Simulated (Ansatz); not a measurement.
# Al (Fm-3m) in Ansatz: a series of runs

The runs below take Al through band structure, elastic constants, phonons, with LDA, PBEsol, RPBE, PBE.

All numbers are computed with Ansatz 0.2.0; they aren't measurements. Logs are shortened: lines on timing, memory, paths and dates and some standing lists are left out, and cuts for length are marked.

### 1 The crystal as given

Symmetry: Fm-3m, No. 225, cubic system. The conventional cell has a = 4.050 Å, b = 4.050 Å, c = 4.050 Å, α = 90.00°, β = 90.00°, γ = 90.00°. Around Al (site symmetry m-3m) lie 12 Al at 2.86 Å.

### 2 Band structure, LDA

input.yaml

```yaml
crystal:
  lattice:
    - [0.0, 2.024805, 2.024805]
    - [2.024805, 0.0, 2.024805]
    - [2.024805, 2.024805, 0.0]
  atoms:
    - { symbol: Al, position: [0.0, 0.0, 0.0] }
kpoints:
  mp_grid: { grid: [11, 11, 11] }
  band_path:
    path:
      - [0.0, 0.0, 0.0]
      - [0.5, 0.0, 0.5]
      - [0.5, 0.25, 0.75]
      - [0.375, 0.375, 0.75]
      - [0.0, 0.0, 0.0]
      - [0.5, 0.5, 0.5]
      - [0.625, 0.25, 0.625]
      - [0.5, 0.25, 0.75]
    npoints: 8
scf:
  occupations: { method: fermi_dirac, width: 0.05 }
hamiltonian:
  xc: lda
  pseudopotentials: { kind: all_electron, lapw: { basis_error: 0.001 } }
output:
  forces: true
  stress: true
  eigenvalues: true
```

Potentials or basis: all-electron LAPW, scalar-relativistic.

Launch:

```bash
$ ansatz run input.yaml --threads 1 --pin off --max-ram 3072MiB --backend cpu --events-out ev --progress --plain --runs-dir out
```

What it wrote:

```text
Warning: RAYON_NUM_THREADS=1 ignored (pool sized by the plan → 1); use --threads N
LAPW: plane waves up to 5.864 Å⁻¹, error target 1.0e-3 eV per atom; small_component_spin mean_spin; Al in spheres of 1.432 Å, 11 of its electrons in bands, Dirac shells [] (how accurate: hamiltonian.pseudopotentials.lapw.basis_error, Limitations)
Engine: ansatz 0.2.0, aarch64-unknown-linux-gnu
Pseudopotentials: kind: all_electron
Pseudopotential: Al, LAPW, valence charge 11, lapw/all_electron/scalar/gaussian/Al, Koelling and Harmon's equation, gaussian nucleus
Functional definition: SPW92
  exchange = slater_x
  correlation = pw_c
Crystal: 1 atoms, lattice volume = 16.603 Å³
Basis set: ecut = 131.00236483974464 eV, 59 PW (Γ), exchange–correlation at level 2
Bands: 10, of which v1, the nominal top of the filled ones, is band 6 counted from 1 (5 counted from 0)
Symmetry: 48 space group operations
Space group: Fm-3m (ITA 225), of the structure as read, at distance tolerance 2.6e-5 Å
k-points: 56 of 1331
Non-local potential: Al, projectors of the file, none
Initial density: superposition of atomic densities (chi_scale 0.1, normalization cell)
Initial wavefunctions: plane waves of lowest kinetic energy (no species holds an atomic orbital)
Functional: x = slater, c = lda
iter 1 solved again at ethr=9.12e-5 eV; its pass at ethr=1.00e-1 eV (dr2=1.00e-2 eV) is discarded
SCF iter   1: F=—  HF=-6582.997261 eV  |F-HF|=—  |Δ(HF+E_count)|=         —  Δρ=1.05e-2  dr2=1.01e-2  ethr=9.12e-5  ⟨swp⟩=3.2  Hψ=4304  notcnv=0
preconditioner: auto → none  [metal: Δε(μ)=0.031 eV  Ē_g=13.124 eV  σ=0.050 eV  W_gap=0.15  n_scr=0 (ndim 8)  ℏωp=15.8 eV  f_vac=0.000  D(μ)=0.55/eV (n_scr^D=0)]
SCF iter   2: F=—  HF=-6582.973254 eV  |F-HF|=—  |Δ(HF+E_count)|=   2.40e-2  Δρ=4.93e-3  dr2=2.31e-3  ethr=9.12e-5  ⟨swp⟩=2.0  Hψ=1568  notcnv=0
iter 3 solved again at ethr=1.29e-7 eV; its pass at ethr=2.10e-5 eV (dr2=1.41e-5 eV) is discarded
SCF iter   3: F=—  HF=-6582.968241 eV  |F-HF|=—  |Δ(HF+E_count)|=   5.01e-3  Δρ=3.36e-4  dr2=1.42e-5  ethr=1.29e-7  ⟨swp⟩=2.0  Hψ=2649  notcnv=0
SCF iter   4: F=—  HF=-6582.968216 eV  |F-HF|=—  |Δ(HF+E_count)|=   2.48e-5  Δρ=7.74e-5  dr2=9.95e-7  ethr=1.29e-7  ⟨swp⟩=2.0  Hψ=1539  notcnv=0
SCF iter   5: F=-6582.968216 eV  HF=-6582.968216 eV  |F-HF|=7.97e-10  |Δ(HF+E_count)|=   2.00e-7  Δρ=2.07e-6  dr2=4.74e-10  ethr=9.04e-9  ⟨swp⟩=2.0  Hψ=1539  notcnv=0
SCF 1 converged in 5 iterations: F = -6582.968216 eV  dr2 = 4.74e-10
NSCF: frozen V_eff on 57 k-points
SCF converged after 5 iterations
Free energy (F): -6582.968216 eV
Harris-Foulkes:  -6582.968216 eV  (|F-HF|=7.97e-10)
Internal energy: -6582.964184 eV  (E = F + TS)
E sigma→0 (E₀):  -6582.966200 eV
Entropy (-TS):   -0.004033 eV (-4.033 meV/atom)
Fermi energy:    9.562325 eV
--- Per-component energies (eV) ---
  E_band       = -502.240266
  E_kinetic    = 6588.492389
  E_xc         = -481.544150
  E_electrostatic = -12689.912423  (all electrons and nuclei)
  E_smearing   = -0.004033  (= −TS)
  E_closure    = 0.000000  (closes the sum)
  E_atoms      = -6578.785301  (free atoms, spherical and without spin; not in F)
  Σ components = -6582.968216   (vs F -6582.968216, Δ=0.00e0)
  Basis errors (estimates in eV, not in F): energy 2.8e-4 per atom: plane waves 2.7e-4 (1.4e-4 summed), levels above the bands 3.4e-122, relativity 4.1e-10, radial functions 7.2e-6, core shells 9.5e-17; eigenvalues (radial functions only) 5.5e-5; not estimated: angular momenta, meshes, grids; target (lapw.basis_error) 1.0e-3; muffin-tin radii Al 1.432 Å
--- Forces (eV/Å), atoms counted from 1 ---
  atom   1  Al    -0.00000000     0.00000000    -0.00000000
  max |Σ_I F_I| component: 2.98e-32 eV/Å
--- Stress (GPa, compression-positive) ---
       -3.641638       0.000000      -0.000000
        0.000000      -3.641638       0.000000
       -0.000000       0.000000      -3.641638
  P = ⅓ Tr σ = -3.6416 GPa (-36.416 kbar)
--- Band table (eV; the first three rows and the last of 56) ---
  k-point 0: bands = ["-93.0631", "-55.2540", "-55.2540", "-55.2540", "-1.5121", "22.0814", "22.0814", "22.0814", "23.3532", "23.3532"]
  k-point 1: bands = ["-93.0629", "-55.2557", "-55.2542", "-55.2542", "-1.2888", "19.1587", "21.3969", "21.3969", "24.1430", "24.3622"]
  k-point 2: bands = ["-93.0623", "-55.2605", "-55.2550", "-55.2550", "-0.6211", "15.5397", "20.6547", "20.6547", "23.9644", "25.1838"]
  k-point 55: bands = ["-93.0594", "-55.2696", "-55.2684", "-55.2623", "8.1802", "8.4396", "9.8000", "11.6394", "23.3357", "26.0836"]
```

It took 1.6 s on 1 thread of Arm Neoverse V2, shared host; peak memory 0.19 GiB.

What came out:

* Free energy: -6582.9682 eV
* Pressure: -3.6 GPa
* Band gap along the path: none (metal or under the smearing width)

Levels at the corners of the path, in eV from the Fermi level:
| point | band 5 | band 6 | band 7 | band 8 | band 9 | band 10 |
| --- | --- | --- | --- | --- | --- | --- |
| Γ | -11.07 | 12.52 | 12.52 | 12.52 | 13.79 | 13.79 |
| X | -2.89 | -1.63 | 5.29 | 5.49 | 5.49 | 8.88 |
| W | -0.83 | -0.83 | 0.21 | 0.94 | 15.67 | 15.67 |
| K | -1.86 | -1.34 | -0.47 | 6.45 | 8.12 | 15.46 |
| Γ | -11.07 | 12.52 | 12.52 | 12.52 | 13.79 | 13.79 |
| L | -4.54 | -4.41 | 11.15 | 11.15 | 11.39 | 11.39 |
| U | -1.86 | -1.34 | -0.47 | 6.45 | 8.12 | 15.46 |
| W | -0.83 | -0.83 | 0.21 | 0.94 | 15.67 | 15.67 |

### 3 Band structure, PBEsol

input.yaml, as its differences from that of step 2:

```diff
@@ -23,3 +23,3 @@
 hamiltonian:
-  xc: lda
+  xc: pbesol
   pseudopotentials: { kind: all_electron, lapw: { basis_error: 0.001 } }
```

Potentials or basis: all-electron LAPW, scalar-relativistic.

Launch:

```bash
$ ansatz run input.yaml --threads 1 --pin off --max-ram 3072MiB --backend cpu --events-out ev --progress --plain --runs-dir out
```

What it wrote:

```text
Warning: RAYON_NUM_THREADS=1 ignored (pool sized by the plan → 1); use --threads N
LAPW: plane waves up to 5.851 Å⁻¹, error target 1.0e-3 eV per atom; small_component_spin mean_spin; Al in spheres of 1.432 Å, 11 of its electrons in bands, Dirac shells [] (how accurate: hamiltonian.pseudopotentials.lapw.basis_error, Limitations)
[... 3 set-up lines as earlier in the session ...]
Functional definition: PBEsol
  exchange = pbesol_x
  correlation = pbesol_c
Crystal: 1 atoms, lattice volume = 16.603 Å³
Basis set: ecut = 130.4276342486838 eV, 59 PW (Γ), exchange–correlation at level 2
Bands: 10, of which v1, the nominal top of the filled ones, is band 6 counted from 1 (5 counted from 0)
[... 2 set-up lines as earlier in the session ...]
k-points: 56 of 1331
[... 3 set-up lines as earlier in the session ...]
Functional: x = pbesol(κ = 0.804, μ = 0.12345679012345678), c = pbesol(β = 0.046)
iter 1 solved again at ethr=9.35e-5 eV; its pass at ethr=1.00e-1 eV (dr2=1.03e-2 eV) is discarded
SCF iter   1: F=—  HF=-6594.612940 eV  |F-HF|=—  |Δ(HF+E_count)|=         —  Δρ=1.06e-2  dr2=1.04e-2  ethr=9.35e-5  ⟨swp⟩=3.2  Hψ=4304  notcnv=0
preconditioner: auto → none  [metal: Δε(μ)=0.046 eV  Ē_g=13.189 eV  σ=0.050 eV  W_gap=0.23  n_scr=0 (ndim 8)  ℏωp=15.8 eV  f_vac=0.000  D(μ)=0.53/eV (n_scr^D=0)]
SCF iter   2: F=—  HF=-6594.590542 eV  |F-HF|=—  |Δ(HF+E_count)|=   2.24e-2  Δρ=4.99e-3  dr2=2.33e-3  ethr=9.35e-5  ⟨swp⟩=2.0  Hψ=1556  notcnv=0
iter 3 solved again at ethr=8.44e-8 eV; its pass at ethr=2.12e-5 eV (dr2=9.28e-6 eV) is discarded
SCF iter   3: F=—  HF=-6594.585775 eV  |F-HF|=—  |Δ(HF+E_count)|=   4.77e-3  Δρ=2.79e-4  dr2=9.25e-6  ethr=8.44e-8  ⟨swp⟩=2.2  Hψ=2660  notcnv=0
SCF iter   4: F=—  HF=-6594.585756 eV  |F-HF|=—  |Δ(HF+E_count)|=   1.92e-5  Δρ=5.82e-5  dr2=5.50e-7  ethr=8.41e-8  ⟨swp⟩=2.0  Hψ=1539  notcnv=0
SCF iter   5: F=-6594.585756 eV  HF=-6594.585756 eV  |F-HF|=1.73e-9  |Δ(HF+E_count)|=   6.67e-9  Δρ=1.40e-6  dr2=1.14e-10  ethr=5.00e-9  ⟨swp⟩=2.0  Hψ=1539  notcnv=0
SCF 1 converged in 5 iterations: F = -6594.585756 eV  dr2 = 1.14e-10
NSCF: frozen V_eff on 57 k-points
SCF converged after 5 iterations
Free energy (F): -6594.585756 eV
Harris-Foulkes:  -6594.585756 eV  (|F-HF|=1.73e-9)
Internal energy: -6594.581756 eV  (E = F + TS)
E sigma→0 (E₀):  -6594.583756 eV
Entropy (-TS):   -0.004000 eV (-4.000 meV/atom)
Fermi energy:    9.699008 eV
--- Per-component energies (eV) ---
  E_band       = -501.175870
  E_kinetic    = 6605.921479
  E_xc         = -493.683053
  E_electrostatic = -12706.820182  (all electrons and nuclei)
  E_smearing   = -0.004000  (= −TS)
  E_closure    = 0.000000  (closes the sum)
  E_atoms      = -6590.488843  (free atoms, spherical and without spin; not in F)
  Σ components = -6594.585756   (vs F -6594.585756, Δ=0.00e0)
  Basis errors (estimates in eV, not in F): energy 2.9e-4 per atom: plane waves 2.7e-4 (1.4e-4 summed), levels above the bands 7.6e-124, relativity 2.9e-9, radial functions 1.9e-5, core shells 1.4e-16; eigenvalues (radial functions only) 5.7e-5; not estimated: angular momenta, meshes, grids; target (lapw.basis_error) 1.0e-3; muffin-tin radii Al 1.432 Å
--- Forces (eV/Å), atoms counted from 1 ---
  atom   1  Al    -0.00000000     0.00000000    -0.00000000
  max |Σ_I F_I| component: 4.11e-33 eV/Å
--- Stress (GPa, compression-positive) ---
       -1.917625       0.000000       0.000000
        0.000000      -1.917625       0.000000
        0.000000       0.000000      -1.917625
  P = ⅓ Tr σ = -1.9176 GPa (-19.176 kbar)
--- Band table (eV; the first three rows and the last of 56) ---
  k-point 0: bands = ["-93.3696", "-55.0385", "-55.0385", "-55.0385", "-1.3969", "22.2567", "22.2567", "22.2567", "23.6828", "23.6828"]
  k-point 1: bands = ["-93.3694", "-55.0402", "-55.0388", "-55.0388", "-1.1732", "19.3414", "21.6060", "21.6060", "24.3771", "24.6690"]
  k-point 2: bands = ["-93.3688", "-55.0449", "-55.0395", "-55.0395", "-0.5042", "15.7039", "20.8726", "20.8726", "24.1542", "25.4885"]
  k-point 55: bands = ["-93.3660", "-55.0540", "-55.0528", "-55.0467", "8.3043", "8.5623", "9.9546", "11.8332", "23.5453", "26.3601"]
```

Wall time 1.6 s (1 thread of Arm Neoverse V2, shared host); peak memory 0.19 GiB.

What came out:

- Free energy: -6594.5858 eV
- Pressure: -1.9 GPa
- Band gap along the path: none (metal or under the smearing width)

Levels at the corners of the path, in eV from the Fermi level:
```tsv
point	band 5	band 6	band 7	band 8	band 9
Γ	-11.10	12.56	12.56	12.56	13.98
X	-2.91	-1.62	5.25	5.54	5.54
W	-0.85	-0.85	0.16	1.06	15.74
K	-1.88	-1.36	-0.42	6.51	8.16
Γ	-11.10	12.56	12.56	12.56	13.98
L	-4.58	-4.38	11.31	11.31	11.40
U	-1.88	-1.36	-0.42	6.51	8.16
W	-0.85	-0.85	0.16	1.06	15.74
```

### 4 Band structure, RPBE

input.yaml, as its differences from that of step 3:

```diff
@@ -23,3 +23,3 @@
 hamiltonian:
-  xc: pbesol
+  xc: rpbe
   pseudopotentials: { kind: all_electron, lapw: { basis_error: 0.001 } }
```

Launch:

```bash
$ ansatz run input.yaml --threads 1 --pin off --max-ram 3072MiB --backend cpu --events-out ev --progress --plain --runs-dir out
```

Run time: 1.6 s. Hardware: 1 thread of Arm Neoverse V2, shared host; peak memory 0.19 GiB.

The run converged. Its results:

* Free energy: -6610.4780 eV
* Pressure: 1.0 GPa
* Band gap along the path: none (metal or under the smearing width)

Levels at the corners of the path, in eV from the Fermi level:
| point | band 5 | band 6 | band 7 | band 8 | band 9 | band 10 |
| --- | --- | --- | --- | --- | --- | --- |
| Γ | -11.11 | 12.58 | 12.58 | 12.58 | 14.13 | 14.13 |
| X | -2.94 | -1.59 | 5.21 | 5.58 | 5.58 | 9.08 |
| W | -0.86 | -0.86 | 0.14 | 1.15 | 15.77 | 15.77 |
| K | -1.90 | -1.38 | -0.38 | 6.55 | 8.19 | 15.67 |
| Γ | -11.11 | 12.58 | 12.58 | 12.58 | 14.13 | 14.13 |
| L | -4.61 | -4.36 | 11.41 | 11.41 | 11.42 | 11.42 |
| U | -1.90 | -1.38 | -0.38 | 6.55 | 8.19 | 15.67 |
| W | -0.86 | -0.86 | 0.14 | 1.15 | 15.77 | 15.77 |

### 5 Elastic constants, PBEsol

input.yaml

```yaml
crystal:
  lattice:
    - [0.0, 2.024805, 2.024805]
    - [2.024805, 0.0, 2.024805]
    - [2.024805, 2.024805, 0.0]
  atoms:
    - { symbol: Al, position: [0.0, 0.0, 0.0] }
kpoints:
  mp_grid: { grid: [8, 8, 8] }
scf:
  occupations: { method: fermi_dirac, width: 0.05 }
hamiltonian:
  xc: pbesol
  pseudopotentials: { kind: all_electron, lapw: { basis_error: 0.001 } }
output:
  forces: true
  stress: true
elastic:
  mode: clamped_ion
  stencil: two_point
```

Launch:

```bash
$ ansatz run input.yaml --threads 1 --pin off --max-ram 3072MiB --backend cpu --events-out ev --progress --plain --runs-dir out
```

It took 5.8 s on 1 thread of Arm Neoverse V2, shared host; peak memory 0.21 GiB.

The run converged. Its results:

```yaml
Free_energy: -6594.5722 eV
Pressure: -1.9 GPa
Band_gap_on_the_k_mesh: none (metal or under the smearing width)
Elastic_constants_C11_C12_C44: 196, 18, -68 GPa
Voigt_bulk_modulus: 77 GPa
```

Levels at points of the mesh, in eV from the Fermi level:
| k point | band 5 | band 6 | band 7 | band 8 | band 9 | band 10 |
| --- | --- | --- | --- | --- | --- | --- |
| (0.00, 0.00, 0.00) | -11.13 | 12.53 | 12.53 | 12.53 | 13.95 | 13.95 |
| (0.00, 0.00, -0.50) | -4.61 | -4.41 | 11.28 | 11.28 | 11.37 | 11.37 |
| (0.00, -0.50, -0.50) | -2.95 | -1.65 | 5.22 | 5.51 | 5.51 | 8.95 |

Elastic tensor in Voigt notation (GPa, in the Cartesian axes of the cell as first typed):
```
196  18  18   0   0   0
 18 196  18   0   0   0
 18  18 196   0   0   0
  0   0   0 -68   0   0
  0   0   0   0 -68   0
  0   0   0   0   0 -68
```

Caveat: the k mesh is thin for a metal, which can move the energy by tens of meV per atom; a metal's response needs a denser mesh; the elastic tensor has a negative eigenvalue, so either the cell is unstable as it stands or the mesh is too thin.

### 6 Phonons, PBE

input.yaml, as its differences from that of step 5:

```diff
@@ -12,9 +12,16 @@
 hamiltonian:
-  xc: pbesol
+  xc: pbe
   pseudopotentials: { kind: all_electron, lapw: { basis_error: 0.001 } }
-output:
-  forces: true
-  stress: true
-elastic:
-  mode: clamped_ion
-  stencil: two_point
+output: {}
+phonons:
+  method: fd
+  supercell: [2, 2, 2]
+  qpath:
+    path:
+      - [0.0, 0.0, 0.0]
+      - [0.5, 0.0, 0.5]
+      - [0.5, 0.25, 0.75]
+      - [0.375, 0.375, 0.75]
+      - [0.0, 0.0, 0.0]
+      - [0.5, 0.5, 0.5]
+    npoints: 8
```

Potentials or basis: all-electron LAPW, scalar-relativistic.

Launch:

```bash
$ ansatz run input.yaml --threads 1 --pin off --max-ram 3072MiB --backend cpu --events-out ev --progress --plain --runs-dir out
```

What it wrote:

```text
Warning: RAYON_NUM_THREADS=1 ignored (pool sized by the plan → 1); use --threads N
LAPW: plane waves up to 6.142 Å⁻¹, error target 1.0e-3 eV per atom; small_component_spin mean_spin; Al in spheres of 1.389 Å, 11 of its electrons in bands, Dirac shells [] (how accurate: hamiltonian.pseudopotentials.lapw.basis_error, Limitations)
[... 3 set-up lines as earlier in the session ...]
Functional definition: PBE
  parameter kappa = 0.804
  parameter beta = 0.06672455060314922
  exchange = pbe_x(kappa = kappa, mu = beta*pi^2/3)
[... 64 lines left out ...]
  k-point 2: bands = ["-93.6962", "-93.6962", "-93.6944", "-93.6944", "-93.6944", "-93.6944", "-93.6944", "-93.6944", "-55.1682", "-55.1682", "-55.1682", "-55.1682", "-55.1682", "-55.1682", "-55.1609", "-55.1609", "-55.1590", "-55.1590", "-55.1590", "-55.1590", "-55.1590", "-55.1590", "-55.1559", "-55.1559", "-55.1559", "-55.1559", "-55.1559", "-55.1559", "-55.1517", "-55.1517", "-55.1517", "-55.1517", "0.3378", "0.3378", "4.7224", "4.7224", "4.7224", "4.7224", "4.7224", "4.7224", "8.9927", "8.9927", "8.9927", "8.9927", "8.9927", "8.9927", "13.1717", "13.1717", "13.3858", "13.3858", "13.3858", "13.3858", "13.3858", "13.3858", "16.7590", "16.7590", "16.7590", "16.7590", "16.7590", "16.7590", "18.4406", "18.4406", "18.4406", "18.4406", "18.4406", "18.4406", "20.6057", "20.6057", "20.6057", "20.6057", "24.0385", "24.0385", "24.4336", "24.4336", "24.4336", "24.4336", "25.7699", "25.7699", "25.7699", "25.7699"]
  k-point 7: bands = ["-93.6955", "-93.6955", "-93.6955", "-93.6955", "-93.6942", "-93.6942", "-93.6942", "-93.6942", "-55.1658", "-55.1658", "-55.1658", "-55.1658", "-55.1631", "-55.1631", "-55.1631", "-55.1631", "-55.1629", "-55.1629", "-55.1629", "-55.1629", "-55.1562", "-55.1562", "-55.1562", "-55.1562", "-55.1557", "-55.1557", "-55.1557", "-55.1557", "-55.1531", "-55.1531", "-55.1531", "-55.1531", "1.4487", "1.4487", "1.4487", "1.4487", "5.7980", "5.7980", "5.7980", "5.7980", "9.4259", "9.4259", "9.4259", "9.4259", "10.8852", "10.8852", "10.8852", "10.8852", "13.5839", "13.5839", "13.5839", "13.5839", "14.4511", "14.4511", "14.4511", "14.4511", "14.9766", "14.9766", "14.9766", "14.9766", "18.4888", "18.4888", "18.4888", "18.4888", "21.8405", "21.8405", "21.8405", "21.8405", "22.7436", "22.7436", "22.7436", "22.7436", "23.6028", "23.6028", "23.6028", "23.6028", "25.9731", "25.9731", "25.9731", "25.9731"]
--- Phonons: 1 displaced member + reference (amplitude 0.01 Å, Σ member SCF iterations 5) ---
  symmetry images taken by strict's conditions (phonons.symmetry_images: auto; settled by no image being taken that strict refuses)
  ASR residual: 5.450e-6 → 0.000e0 eV/Å²; symmetrization residual: 2.665e-15 eV/Å²
  largest component of a force at the reference: 1.6e-31 eV/Å
  ASR residual per site (eV/Å²): 5.45e-6
  Γ frequencies (cm⁻¹): 0.00 0.00 0.00
  density of states and harmonic sums: on the 26×26×26 q-mesh, interpolated from the force constants of a 2×2×2 supercell (no non-analytic term)
  largest difference from the sums on the solved wave vectors: F 5.22e-2 eV, S 8.45e-5 and C_V 3.23e-5 eV/K
  zero-point energy: 0.037796 eV/cell   skipped modes (ω ≤ 0): 3   left out of the sums: 5.69e-5 of the cell's modes: C_V's classical limit lies that fraction below 3 k_B per atom; for a crystal, a wire or a layer, F and S can be off by more, and a phonons.interpolated_qmesh denser along its periods is the remedy for the sampling
```

phbands.tsv:

```text
# q_distance	omega_0_inv_cm	omega_1_inv_cm	omega_2_inv_cm	omega_0_thz	omega_1_thz	omega_2_thz
# format = ansatz-phbands/1
# lo_to_splitting: not included (the non-analytic LO-TO correction is not applied to the interpolated dynamical matrix; polar crystals: no LO-TO splitting at GAMMA, and LO and other optical branches, acoustic branches and sound speeds, and with them the density of states and the thermodynamics, can be off between the wave vectors that the force constants were sampled on, most near GAMMA; a larger extent of the force constants narrows that region and is not shown to mend the acoustic slopes)
0.000000	0.000000	0.000000	0.000000	0.000000	0.000000	0.000000
0.193944	35.546175	35.546175	67.105603	1.065648	1.065648	2.011775
0.387888	69.682992	69.682992	131.609424	2.089044	2.089044	3.945551
0.581832	101.069789	101.069789	191.017391	3.029996	3.029996	5.726557
0.775777	128.495819	128.495819	243.044119	3.852208	3.852208	7.286279
0.969721	150.928386	150.928386	285.701545	4.524719	4.524719	8.565117
[... 33 lines left out ...]
5.697281	136.157832	136.157832	310.186375	4.081909	4.081909	9.299154
5.865242	138.825322	138.825322	316.263285	4.161878	4.161878	9.481335
```

Run time: 34 s. Hardware: 1 thread of Arm Neoverse V2, shared host; peak memory 0.4 GiB.

Caveat: the k mesh is thin for a metal, which can move the energy by tens of meV per atom; a metal's response needs a denser mesh.

### 7 The runs side by side

```csv
task,level,k mesh,cutoff (eV),phonon path,pressure (GPa)
band structure,LDA,11 × 11 × 11,131,-,-3.6
band structure,PBEsol,11 × 11 × 11,130,-,-1.9
band structure,RPBE,11 × 11 × 11,130,-,1.0
elastic constants,PBEsol,8 × 8 × 8,144,-,-1.9
phonons,PBE,8 × 8 × 8,144,"["G", "X", "W", "K", "G", "L"]",-
```

Alike in all rows: potentials or basis all-electron LAPW, scalar-relativistic; no spin polarisation; cell as given; smearing fermi-dirac 0.05 eV; basis error allowed 0.001 eV/atom.

The pressure there spans -3.6 GPa (LDA) to 1.0 GPa (RPBE); a positive pressure means that this level wants a larger cell, a negative one a smaller.

Caveats: the k mesh is thin for a metal, which can move the energy by tens of meV per atom (some runs); a metal's response needs a denser mesh (some runs); the elastic tensor has a negative eigenvalue, so either the cell is unstable as it stands or the mesh is too thin (some runs).

Compare energies only between runs with the same functional and basis.
